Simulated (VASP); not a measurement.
# BN (Qingsongite) (F-43m) in VASP: further runs

Aim: see how the results for BN (Qingsongite) move with the level of theory and the settings. Levels: r2SCAN, PBE. Tasks: single point.

Everything below comes from runs of VASP 6.6.1. Logs are shortened: lines on timing, memory, paths and dates and some standing lists are left out, and cuts for length are marked.

**Measured values to compare with.**

From a printed reference work, monograph, for a bulk crystal of BN at 300 K: band gap 6.4 eV (indirect).

How close the calculation comes is told below.

## Step 1: The cell of the first run

The structure is cubic, space group F-43m (No. 216). The conventional cell has a = 3.610 Å, b = 3.610 Å, c = 3.610 Å, α = 90.00°, β = 90.00°, γ = 90.00°. Within 2.1 Å of B (site symmetry -43m) lie 4 N at 1.56 Å. Within 2.1 Å of N (site symmetry -43m) lie 4 B at 1.56 Å.

## Step 2: Single point, r2SCAN

POSCAR reads:

```
BN
1.0
    0.0000000000      1.8048245576      1.8048245576
    1.8048245576      0.0000000000      1.8048245576
    1.8048245576      1.8048245576      0.0000000000
B N
1 1
Direct
    0.0000000000      0.0000000000      0.0000000000
    0.2500000000      0.2500000000      0.2500000000
```

INCAR.step1 reads:

```
  ALGO = Normal
  EDIFF = 1E-4
  ENCUT = 520
  GGA = PE
  ISMEAR = 0
  LASPH = True
  LCHARG = False
  LREAL = False
  LWAVE = True
  NBANDS = 11
  NELM = 60
  PREC = Accurate
  SIGMA = 0.01
```

INCAR.step2 reads:

```
  ALGO = Normal
  EDIFF = 1E-6
  ENCUT = 520
  ISIF = 2
  ISMEAR = 0
  ISTART = 1
  LASPH = True
  LCHARG = False
  LMIXTAU = True
  LREAL = False
  LWAVE = False
  METAGGA = R2SCAN
  NBANDS = 11
  NELM = 60
  PREC = Accurate
  SIGMA = 0.01
```

KPOINTS reads:

```
k-points
0
Gamma
  12 12 12
```

Potentials or basis: VASP PAW PBE potentials, release 64 (B, N).

Command:

```console
cat potpaw_PBE.64/B/POTCAR potpaw_PBE.64/N/POTCAR > POTCAR
cp INCAR.step1 INCAR
mpirun -np 1 vasp_std > vasp.out
cp INCAR.step2 INCAR
mpirun -np 1 vasp_std > vasp.out
```

OUTCAR:

```text
EDIFF = 1E-6
   ENCUT = 520
   ISIF = 2
   ISMEAR = 0
   ISTART = 1
   LASPH = True
   LREAL = False
   METAGGA = R2SCAN
   NELM = 60
   PREC = Accurate

 ion  position               nearest neighbor table
   1  0.000  0.000  0.000-   2 1.56   2 1.56   2 1.56   2 1.56
   2  0.250  0.250  0.250-   1 1.56   1 1.56   1 1.56   1 1.56

  LATTYP: Found a face centered cubic cell.
 ALAT       =     3.6096491152

  Lattice vectors:

 A1 = (   0.0000000000,   1.8048245576,   1.8048245576)
 A2 = (   1.8048245576,   0.0000000000,   1.8048245576)
 A3 = (   1.8048245576,   1.8048245576,   0.0000000000)

Analysis of symmetry for initial positions (statically):
[... 5 lines left out ...]
 face centered cubic supercell.

 Subroutine GETGRP returns: Found 24 space group operations
 (whereof 24 operations were pure point group operations)
 out of a pool of 48 trial point group operations.

The static configuration has the point symmetry T_d .

Analysis of symmetry for dynamics (positions and initial velocities):
[... 5 lines left out ...]
 face centered cubic supercell.

 Subroutine GETGRP returns: Found 24 space group operations
 (whereof 24 operations were pure point group operations)
 out of a pool of 48 trial point group operations.

The dynamic configuration has the point symmetry T_d .

 Subroutine INISYM returns: Found 24 space group operations
 (whereof 24 operations are pure point group operations),
 and found     1 'primitive' translations

----------------------------------------------------------------------------------------

                                     Primitive cell

  volume of cell :      11.7580

  direct lattice vectors                    reciprocal lattice vectors
     0.000000000  1.804824558  1.804824558    -0.277035238  0.277035238  0.277035238
     1.804824558  0.000000000  1.804824558     0.277035238 -0.277035238  0.277035238
     1.804824558  1.804824558  0.000000000     0.277035238  0.277035238 -0.277035238

  length of vectors
     2.552407367  2.552407367  2.552407367     0.479839107  0.479839107  0.479839107

  position of ions in fractional coordinates (direct lattice)
     0.000000000  0.000000000  0.000000000
     0.250000000  0.250000000  0.250000000

  ion indices of the primitive-cell ions
   primitive index   ion index
                 1           1
                 2           2

----------------------------------------------------------------------------------------

 KPOINTS: k-points

Automatic generation of k-mesh.
 Grid dimensions read from file:
 generate k-points for:   12   12   12

 Generating k-lattice:

  Cartesian coordinates                     Fractional coordinates (reciprocal lattice)
    -0.023086270  0.023086270  0.023086270     0.083333333  0.000000000  0.000000000
     0.023086270 -0.023086270  0.023086270     0.000000000  0.083333333  0.000000000
     0.023086270  0.023086270 -0.023086270     0.000000000  0.000000000  0.083333333

  Length of vectors
     0.039986592  0.039986592  0.039986592

  Shift w.r.t. Gamma in fractional coordinates (k-lattice)
     0.000000000  0.000000000  0.000000000

 Subroutine IBZKPT returns following result:
 ===========================================

 Found     72 irreducible k-points:

 Following reciprocal coordinates:
            Coordinates               Weight
  0.000000  0.000000  0.000000      1.000000
  0.083333  0.000000  0.000000      8.000000
  0.166667  0.000000  0.000000      8.000000
  0.250000  0.000000  0.000000      8.000000
  0.333333  0.000000  0.000000      8.000000
  0.416667  0.000000  0.000000      8.000000
[... 16 lines left out ...]
  0.500000  0.166667  0.000000     24.000000
 -0.416667  0.166667  0.000000     24.000000
 [... further k-points ...]
   k-points           NKPTS =     72   k-points in BZ     NKDIM =     72   number of bands    NBANDS=     11
   number of dos      NEDOS =    301   number of ions     NIONS =      2
   total plane-waves  NPLWV =   8000
   dimension x,y,z NGX =    20 NGY =   20 NGZ =   20
   dimension x,y,z NGXF=    40 NGYF=   40 NGZF=   40
   ions per type =               1   1
   NGX,Y,Z   is equivalent  to a cutoff of  13.03, 13.03, 13.03 a.u.
   NGXF,Y,Z  is equivalent  to a cutoff of  26.05, 26.05, 26.05 a.u.
 SYSTEM =  unknown system
   PREC   = accura    normal or accurate (medium, high low for compatibility)
   ISTART =      1    job   : 0-new  1-cont  2-samecut
   ICHARG =      0    charge: 1-file 2-atom 10-const
   ISPIN  =      1    spin polarized calculation?
   LNONCOLLINEAR =      F non collinear calculations
   LSORBIT =      F    spin-orbit coupling
   LASPH  =      T    aspherical Exc in radial PAW
   ENCUT  =  520.0 eV  38.22 Ry    6.18 a.u.   4.75  4.75  4.75*2*pi/ulx,y,z
   NELM   =     60;   NELMIN=  2; NELMDL=  0     # of ELM steps
   EDIFF  = 0.1E-05   stopping-criterion for ELM
   LREAL  =      F    real-space projection
   EDIFFG = 0.1E-04   stopping-criterion for IOM
   NSW    =      0    number of steps for IOM
   IBRION =     -1    ionic relax: 0-MD 1-quasi-New 2-CG
   NFREE  =      0    steps in history (QN), initial steepest desc. (CG)
   ISIF   =      2    stress and relaxation
   ISYM   =      2    0-nonsym 1-usesym 2-fastsym
   POTIM  = 0.5000    time-step for ionic-motion
   TEBEG  =    0.0;   TEEND  =   0.0 temperature during run
   PSTRESS=    0.0 pullay stress
   NELECT =       8.0000    total number of electrons
   NUPDOWN=      -1.0000    fix difference up-down
   EMIN   =  10.00;   EMAX   =-10.00  energy-range for DOS
   EFERMI =   0.00;   METHOD = LEGACY
   ISMEAR =     0;   SIGMA  =   0.01  broadening in eV -4-tet -1-fermi 0-gaus
   EFERMI_NEDOS =   21; number of points for ismear=-14 and -15
   IALGO  =     38    algorithm
   IMIX   =      4    mixing-type and parameters
     AMIX     =   0.40;   BMIX     =  1.00
     AMIX_MAG =   1.60;   BMIX_MAG =  1.00
  volume/ion in A,a.u.               =       5.88        39.67
  Fermi-wavevector in a.u.,A,eV,Ry     =   1.439881  2.720980 28.208365  2.073256
  Thomas-Fermi vector in A             =   2.558687
   LORBIT       =      0    0 simple, 1 ext, 2 COOP (PROOUT), +10 PAW based schemes
   METAGGA = R2SCAN    functional components
   LHFCALC =     F    Hartree Fock is set to
   AEXX    =    0.0000 exact exchange contribution
   IVDW    =     0    specifies the selected vdW correction
   LEPSILON=     F    determine dielectric tensor
   LRPA    =     F    only Hartree local field effects (RPA)
 non-spin polarized calculation
 Gauss-broadening in eV      SIGMA  =   0.01
  energy-cutoff  :      520.00
  volume of cell :       11.76
 maximum number of plane-waves:       332
   NGX =  9   NGY =  9   NGZ =  9

 number of electron       7.9999999 magnetization

 Free energy of the ion-electron system (eV)
  ---------------------------------------------------
  ext. energy  EPLUGINS =         0.00000000
  ---------------------------------------------------
  free energy    TOTEN  =       -19.17156348 eV

  energy without entropy =      -19.17156348  energy(sigma->0) =      -19.17156348

 E-fermi :   7.3627     XC(G=0): -13.6699

 val. band max:        7.2972056214   @ k =   0.0000   0.0000   0.0000
 cond. band min:      12.2788323086   @ k =   0.5000   0.5000   0.0000
 fundamental gap:      4.9816266872
 Fermi energy:         7.3627052959

 k-point     1 :       0.0000    0.0000    0.0000
  band No.  band energies     occupation
      1     -14.0457      2.00000
      2       7.2972      2.00000
      3       7.2972      2.00000
      4       7.2972      2.00000
      5      16.8453      0.00000
      6      16.8453      0.00000
      7      16.8453      0.00000
      8      18.4359      0.00000
      9      33.5175      0.00000
     10      36.0955      0.00000
     11      36.0955      0.00000

 k-point     2 :       0.0833    0.0000    0.0000
  band No.  band energies     occupation
      1     -13.8700      2.00000
      2       6.3419      2.00000
      3       7.1101      2.00000
      4       7.1101      2.00000
      5      17.0737      0.00000
      6      17.1344      0.00000
      7      17.1344      0.00000
      8      19.0239      0.00000
      9      33.3088      0.00000
     10      33.9737      0.00000
     11      33.9737      0.00000

 k-point     3 :       0.1667    0.0000    0.0000
  band No.  band energies     occupation
      1     -13.3502      2.00000
      2       4.1415      2.00000
      3       6.6534      2.00000
      4       6.6534      2.00000
      5      17.3939      0.00000
      6      17.8063      0.00000
      7      17.8063      0.00000
      8      20.4459      0.00000
      9      32.3657      0.00000
     10      32.3657      0.00000
     11      32.7276      0.00000

 k-point     4 :       0.2500    0.0000    0.0000
  band No.  band energies     occupation
      1     -12.5126      2.00000
      2       1.5601      2.00000
      3       6.1243      2.00000
      4       6.1243      2.00000
      5      17.6821      0.00000
      6      18.4423      0.00000
      7      18.4423      0.00000
      8      21.8977      0.00000
      9      31.9738      0.00000
     10      31.9738      0.00000
     11      32.1502      0.00000
[... 239 lines left out ...]
 k-point    22 :       0.4167    0.1667    0.0000
  band No.  band energies     occupation
      1     -10.5058      2.00000
      2      -1.2502      2.00000
      3       4.0152      2.00000
      4       4.2159      2.00000
      5      16.4943      0.00000
      6      20.5988      0.00000
      7      21.1357      0.00000
      8      22.0456      0.00000
      9      29.0180      0.00000
     10      35.0930      0.00000
     11      37.1458      0.00000

 k-point    23 :       0.5000    0.1667    0.0000
  band No.  band energies     occupation
      1      -9.5320      2.00000
      2      -2.8417      2.00000
      3       3.4025      2.00000
      4       4.2914      2.00000
      5      16.8537      0.00000
      6      20.5198      0.00000
      7      20.8615      0.00000
      8      23.4841      0.00000
      9      29.4216      0.00000
     10      35.3241      0.00000
     11      36.3716      0.00000

 k-point    24 :      -0.4167    0.1667    0.0000
  band No.  band energies     occupation
      1      -9.3496      2.00000
      2      -3.1105      2.00000
      3       2.9831      2.00000
      4       4.6208      2.00000
      5      17.3249      0.00000
      6      20.3695      0.00000
      7      20.4392      0.00000
      8      24.1769      0.00000
      9      29.7133      0.00000
     10      33.9267      0.00000
     11      35.6306      0.00000

 [... further k-points ...]
[... 5 lines left out ...]
  --------------------------------------------------------------------------------------
  -------------------------------------------------------------------------------------
  Total        0.0840858      0.0840858      0.0840858     -0.0000000      0.0000000      0.0000000
  in kB       11.4577258     11.4577258     11.4577258     -0.0000000      0.0000000      0.0000000
  external PRESSURE =      11.4577258 kB  Pullay stress =       0.0000000 kB

 VOLUME and BASIS-vectors are now :
 -----------------------------------------------------------------------------
  energy-cutoff  :      520.00
  volume of cell :       11.76
      direct lattice vectors                 reciprocal lattice vectors
     0.000000000  1.804824558  1.804824558    -0.277035238  0.277035238  0.277035238
     1.804824558  0.000000000  1.804824558     0.277035238 -0.277035238  0.277035238
     1.804824558  1.804824558  0.000000000     0.277035238  0.277035238 -0.277035238

 POSITION                                       TOTAL-FORCE (eV/Angst)
 -----------------------------------------------------------------------------------
      0.00000      0.00000      0.00000        -0.000000      0.000000      0.000000
      0.90241      0.90241      0.90241         0.000000     -0.000000     -0.000000
 -----------------------------------------------------------------------------------
    total drift:                                0.000000      0.000000      0.000000

  FREE ENERGIE OF THE ION-ELECTRON SYSTEM (eV)
  ---------------------------------------------------
  free  energy   TOTEN  =       -19.1715634829 eV

  energy  without entropy=      -19.1715634829  energy(sigma->0) =      -19.17156348
```

It took 30 s on 1 thread of Intel Xeon Platinum 8488C (Sapphire Rapids), shared host; peak memory 0.12 GiB.

What came out:

```yaml
Free_energy: -19.1716 eV
Pressure: 1.1 GPa
Band_gap_on_the_k_mesh: 4.98 eV, indirect (least direct gap 9.55 eV)
```

Levels at points of the mesh, in eV from the valence-band top:
| k point | band 2 | band 3 | band 4 | band 5 | band 6 | band 7 |
| --- | --- | --- | --- | --- | --- | --- |
| (0.00, 0.00, 0.00) | 0.00 | 0.00 | 0.00 | 9.55 | 9.55 | 9.55 |
| (0.50, 0.00, 0.00) | -11.12 | -2.02 | -2.02 | 10.85 | 11.49 | 11.49 |
| (0.50, 0.50, 0.00) | -9.35 | -5.12 | -5.12 | 4.98 | 9.84 | 19.33 |

Caveat: the PAW data sets were made with another functional, which shifts forces and pressure a little.

(Continued in part 2 of 2.)
